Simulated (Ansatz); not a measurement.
# HfN: the cost of one run

Method: DFT PBE, scalar-relativistic, plane waves, PAW, in Ansatz 0.2.0.

3 further runs of the same task are left out: 1 that didn't finish, 2 set aside as unsound or not needed.

## 1. The starting structure

It takes space group Fm-3m (No. 225, cubic). Conventional cell: a = 4.548 Å, b = 4.548 Å, c = 4.548 Å, α = 90.00°, β = 90.00°, γ = 90.00°. Hf (site symmetry m-3m) is surrounded by 6 N at 2.27 Å. Around N (site symmetry m-3m) lie 6 Hf at 2.27 Å.

As a file:

```xyz
2
Lattice="0.0000 2.2739 2.2739 2.2739 0.0000 2.2739 2.2739 2.2739 0.0000" Properties=species:S:1:pos:R:3 pbc="T T T"
Hf    0.0000    0.0000    0.0000
N     2.2739    2.2739    2.2739
```

This cell was relaxed beforehand with the same method: volume 11.76 Å³/atom, gap on the mesh none (metal).

## 2. Building the ladder chain

A free-standing chain of the crystal's atoms, periodic along c. Atoms and period relax; energies count from the bulk, -8054.3446 eV an atom.

The cell holds 2 Hf, 2 N: a = 11.100 Å, b = 9.300 Å, c = 4.093 Å, α = 90.00°, β = 90.00°, γ = 90.00°.

## 3. Relaxing it

Pressure and volume refer to the whole cell with its vacuum; only the period along c may change.

Contents of input.yaml:

```yaml
crystal:
  lattice:
    - [11.1, 0.0, 0.0]
    - [0.0, 9.3, 0.0]
    - [0.0, 0.0, 4.0930118123]
  atoms:
    - { symbol: Hf, position: [0.4032058017, 0.5, 0.0], spin: 1.5 }
    - { symbol: "N", position: [0.4032058017, 0.5, 0.5], spin: 0.5 }
    - { symbol: "N", position: [0.5967941983, 0.5, 0.0], spin: 0.5 }
    - { symbol: Hf, position: [0.5967941983, 0.5, 0.5], spin: 1.5 }
basis:
  ecutwfc: 420
kpoints:
  mp_grid: { grid: [1, 1, 16] }
hamiltonian:
  xc: pbe
scf:
  occupations: { method: gaussian, width: 0.05 }
output:
  forces: true
  stress: true
  eigenvalues: true
  populations: true
  write_density: true
  write_potential: true
  elf: true
  volumetric_format: npy
magnetization:
  spin_polarized: true
relax:
  adjacent_minimum: "off"
  f_tol: 0.01
  max_steps: 45
  cell: { fix: [a, b, alpha, beta, gamma], stress_tol: 0.03 }
```

Run with:

```sh
$ ansatz run input.yaml --threads 2 --pin off --max-ram 5120MiB --backend cpu --events-out ev --progress --plain --runs-dir out
```

What time and memory should one allow on 2 threads of Intel Xeon Platinum 8259CL at 2.50GHz (Skylake/Cascade Lake), shared host?

About 3.3 min, with a peak of 0.88 GiB.
